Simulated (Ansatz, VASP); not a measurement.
# Two plane-wave programs on GaSb

Contents of INCAR:

```
  PREC = Accurate
  ENCUT = 600
  EDIFF = 1E-6
  ISMEAR = -1
  SIGMA = 0.1
  LREAL = F
  LASPH = T
  NELM = 100
  ALGO = Normal
  ISIF = 3
  LWAVE = F
  LCHARG = F
  GGA = PS
  IVDW = 12
  IBRION = 2
  NSW = 100
  EDIFFG = -0.002
```

Contents of KPOINTS:

```
regular mesh
0
Gamma
  10 10 10
```

The input POSCAR:

```
GaSb
1.0
    0.0000000000      3.0590000000      3.0590000000
    3.0590000000      0.0000000000      3.0590000000
    3.0590000000      3.0590000000      0.0000000000
Ga Sb
1 1
Direct
    0.0000000000      0.0000000000      0.0000000000
    0.7500000000      0.7500000000      0.7500000000
```

Input for Ansatz:

```yaml
crystal:
  lattice:
    - [0.0, 3.059, 3.059]
    - [3.059, 0.0, 3.059]
    - [3.059, 3.059, 0.0]
  atoms:
    - { symbol: Ga, position: [0.0, 0.0, 0.0] }
    - { symbol: Sb, position: [0.75, 0.75, 0.75] }
kpoints:
  mp_grid: { grid: [10, 10, 10] }
scf:
  occupations: { method: fermi_dirac, width: 0.1 }
  mixing: { algorithm: broyden, beta: 0.05 }
hamiltonian:
  xc: pbesol
  pseudopotentials: { kind: paw }
  dispersion: d3bj
relax:
  f_tol: 0.002
  max_steps: 80
  cell: {}
output:
  forces: true
  stress: true
```

Alike in both runs: task relaxation of cell and atoms; functional PBEsol; dispersion D3(BJ); k mesh 10 × 10 × 10; occupations fermi-dirac, width 0.1 eV; no spin polarisation.

```csv
,VASP,Ansatz
version,VASP 6.6.1,Ansatz 0.2.0
potentials or method,"VASP PAW PBE potentials, release 64 (Ga_d, Sb)","PAW with Ansatz's default frozen-core files, scalar-relativistic"
plane-wave cutoff (eV),600,420
valence electrons in the cell,18,28
```

```csv
,VASP,Ansatz,Ansatz less VASP
relaxed volume (Å³/atom),27.63,27.57,-0.055
relaxed cell length with the largest relative difference (Å),4.275,4.272,-0.0029
energy change over the relaxation (meV/atom),-6,-7,-0.6
```

The two sets of potentials don't hold the same shells in valence.

Caveats: the PAW data sets were made with another functional, which shifts forces and pressure a little (VASP).
